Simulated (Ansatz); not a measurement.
# NbC: how the settings move a relaxation

How sensitive is a relaxation of NbC to its settings? A reference run comes first, then one run with altered input.

Program: Ansatz 0.2.0. Level of theory: reference: DFT, LDA, PAW with Ansatz's default frozen-core files, scalar-relativistic; relaxation of cell and atoms. These are calculated values, not measurements.

4 further runs of the same task are left out: 3 for a known fault of the program, 1 set aside as unsound or not needed.

## (1) The system as given

Symmetry: Fm-3m, No. 225, cubic system. The conventional cell has a = 4.427 Å, b = 4.427 Å, c = 4.427 Å, α = 90.00°, β = 90.00°, γ = 90.00°. Nb (site symmetry m-3m) is surrounded by 6 C at 2.21 Å. C (site symmetry m-3m) is surrounded by 6 Nb at 2.21 Å.

As a file:

```
CELL_PARAMETERS angstrom
0.00000 2.21371 2.21371
2.21371 0.00000 2.21371
2.21371 2.21371 0.00000
ATOMIC_POSITIONS crystal
Nb 0.00000 0.00000 0.00000
C 0.50000 0.50000 0.50000
```

## (2) The reference run

input.yaml

```yaml
crystal:
  lattice:
    - [0.0, 2.21371034469, 2.21371034469]
    - [2.21371034469, 0.0, 2.21371034469]
    - [2.21371034469, 2.21371034469, 0.0]
  atoms:
    - { symbol: Nb, position: [0.0, 0.0, 0.0] }
    - { symbol: C, position: [0.5, 0.5, 0.5] }
kpoints:
  mp_grid: { grid: [18, 18, 18] }
scf:
  occupations: { method: fermi_dirac, width: 0.1 }
hamiltonian:
  xc: lda
  pseudopotentials: { kind: paw }
relax:
  f_tol: 0.002
  max_steps: 80
  cell: { p_target: 30 }
output:
  forces: true
  stress: true
```

Command:

```console
$ ansatz run input.yaml --threads 1 --pin off --max-ram 2560MiB --backend cpu --events-out ev --progress --plain --runs-dir out
```

## (3) Changed: occupations.method cold, occupations.width 0.025, xc rpbe

Edit input.yaml of step 2 so:

```diff
@@ -11,5 +11,5 @@
 scf:
-  occupations: { method: fermi_dirac, width: 0.1 }
+  occupations: { method: cold, width: 0.025 }
 hamiltonian:
-  xc: lda
+  xc: rpbe
   pseudopotentials: { kind: paw }
```

**Question.** What will these runs give? Wanted: for each run, ending; energy change; pressure; gap; force.

The runs gave:

```tsv
run	ending	energy change	pressure (GPa)	gap (eV)	force (eV/Å)	cycles	time
reference	converged	-	30.0	0.00	0.00	43	8.3 s
1: occupations.method cold, occupations.width 0.025, xc rpbe	converged	not comparable	30.0	0.00	0.00	22	4.3 s
```

What this shows: A change of functional puts the total energy on another scale; the final volume goes from 20.09 to 20.95 Å³. The smearing changed too. Cost: 22 SCF cycles against 43, 4.3 s against 8.3 s.
